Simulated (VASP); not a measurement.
Here is a VASP 6.6.1 calculation.

Contents of INCAR:

```
SYSTEM = TaC
PREC = Accurate
ENCUT = 600
EDIFF = 1E-7
ISMEAR = 0
SIGMA = 0.1
LREAL = .FALSE.
LASPH = .TRUE.
NELM = 60
ALGO = Normal
ISIF = 2
LWAVE = .FALSE.
LCHARG = .FALSE.
GGA = PE
```

Contents of KPOINTS:

```
Automatic mesh
0
G
  12 12 12
  0 0 0
```

Contents of POSCAR:

```
TaC
1.0
    0.0000000000      2.2230000000      2.2230000000
    2.2230000000      0.0000000000      2.2230000000
    2.2230000000      2.2230000000      0.0000000000
Ta C
1 1
Direct
    0.0000000000      0.0000000000      0.0000000000
    0.5000000000      0.5000000000      0.5000000000
```

Potentials or basis: VASP PAW PBE potentials, release 64 (Ta_pv, C).

The run is started by

```bash
$ cat potpaw_PBE.64/Ta_pv/POTCAR potpaw_PBE.64/C/POTCAR > POTCAR
$ mpirun -np 1 vasp_std > vasp.out
```

Estimate the pressure.

7.4 GPa.

Estimate the band gap on the k mesh.

none (metal or under the smearing width).

Spin-orbit coupling is left out, which matters for the levels of Ta.
